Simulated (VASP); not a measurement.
The system is CdSe.

```
Cd Se
1.0
     0.00000    3.07027    3.07027
     3.07027    0.00000    3.07027
     3.07027    3.07027    0.00000
Cd Se
1 1
Direct
  0.00000 0.00000 0.00000
  0.25000 0.25000 0.25000
```

The cell was built by a generator and needn't be a form met in nature.

- Program: VASP 6.6.1
- Task: relaxation of cell and atoms
- Functional: PBEsol
- Potentials or basis: VASP PAW PBE potentials, release 64 (Cd, Se)
- Cutoff: 600 eV
- k mesh: 8 × 8 × 8
- Occupations: gaussian, width 0.03 eV
- Spin: no spin polarisation

At the start: pressure -1.1 GPa; volume 28.94 Å³/atom.

**Question.** How do energy, volume and symmetry change on relaxing?

**Answer.** Over 3 steps the energy falls by 2.5 meV/atom and the volume is 28.27 Å³/atom (-2.3 %); space group F-43m (No. 216, to 0.05 Å).

Step by step:
```
step  energy change (eV)  largest force (eV/Å)  pressure (GPa)  volume (Å³)
   1              0.0000                0.0000           -1.15        57.88
   2             -0.0045                0.0000            0.33        56.16
   3             -0.0049                0.0000            0.02        56.53
```

Final structure:
```
Cd Se
1.0
     0.00000    3.04621    3.04621
     3.04621    0.00000    3.04621
     3.04621    3.04621    0.00000
Cd Se
1 1
Direct
  0.00000 0.00000 0.00000
  0.25000 0.25000 0.25000
```

Caveat: the PAW data sets were made with another functional, which shifts forces and pressure a little.
